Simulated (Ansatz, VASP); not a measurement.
This is a calculation of NiO for Ansatz 0.2.0. 

The input input.yaml:

```yaml
crystal:
  lattice:
    - [0.0, 2.0859016414, 2.0859016414]
    - [2.0859016414, 0.0, 2.0859016414]
    - [2.0859016414, 2.0859016414, 0.0]
  atoms:
    - { symbol: Ni, position: [0.0, 0.0, 0.0], spin: 1.0 }
    - { symbol: O, position: [0.5, 0.5, 0.5] }
hamiltonian:
  xc: pbe
  pseudopotentials: { kind: paw }
  dispersion: d4
magnetization:
  spin_polarized: true
kpoints:
  mp_grid: { grid: [11, 11, 11] }
scf:
  occupations: { method: fermi_dirac, width: 0.05 }
output:
  forces: true
  stress: true
  write_density: true
  write_potential: true
  elf: true
  volumetric_format: npy
relax:
  f_tol: 0.01
  max_steps: 40
  cell: { stress_tol: 0.05 }
```

Potentials or basis: Ansatz PAW.

Launch:

```sh
$ ansatz run input.yaml --threads 2 --pin off --max-ram 5632MiB --backend cpu --events-out ev --progress --plain --runs-dir out
```

Task: What does the same run look like in VASP 6.6.1? Potentials or basis there: PBE PAW files Ni, O, 600 eV.

Result: As run (cutoffs and basis follow the program's own potentials, and thresholds, step limits or extra output files can differ):

The input INCAR:

```
ALGO = Normal
EDIFF = 1E-7
EDIFFG = -0.01
ENCUT = 600
GGA = PE
IBRION = 2
ISIF = 3
ISMEAR = -1
ISPIN = 2
IVDW = 13
LASPH = True
LCHARG = False
LMAXMIX = 4
LORBIT = 11
LREAL = False
LWAVE = False
MAGMOM = 1 0
NELM = 120
NSW = 40
PREC = Accurate
SIGMA = 0.05
```

The input KPOINTS:

```
k-points
0
Gamma
  11 11 11
```

Contents of POSCAR:

```
NiO
1.0
    0.0000000000      2.0859016414      2.0859016414
    2.0859016414      0.0000000000      2.0859016414
    2.0859016414      2.0859016414      0.0000000000
Ni O
1 1
Direct
    0.0000000000      0.0000000000      0.0000000000
    0.5000000000      0.5000000000      0.5000000000
```

Potentials or basis: VASP PAW PBE potentials, release 64 (Ni, O).

The run is started by

```bash
$ cat potpaw_PBE.64/Ni/POTCAR potpaw_PBE.64/O/POTCAR > POTCAR
$ mpirun -np 1 vasp_std > vasp.out
```

Both were run:

|  | Ansatz | VASP |
| --- | --- | --- |
| Relaxed volume | 9.14 Å³/atom | 9.10 Å³/atom |
| Relaxed cell | a = 2.957 Å, b = 2.957 Å, c = 2.957 Å, α = 60.00°, β = 60.00°, γ = 60.00° | a = 2.953 Å, b = 2.953 Å, c = 2.953 Å, α = 60.00°, β = 60.00°, γ = 60.00° |
| Space group after relaxing | Fm-3m (No. 225) | Fm-3m (No. 225) |
| Pressure after relaxing | 0.0 GPa | 0.0 GPa |
| Net moment | 1.75 μB per cell | 1.68 μB per cell |

Ansatz's pressure holds a Pulay term of +0.74 GPa for its cutoff of 420 eV, which the other run lacks.

The potentials hold 24 and 16 valence electrons a cell.

Where Ansatz's input types no cutoff or centring, it takes its own default and a Γ-centred mesh.

The magnetic state is the one that the start led to; the real crystal's order can differ.

Pressure is positive in compression.
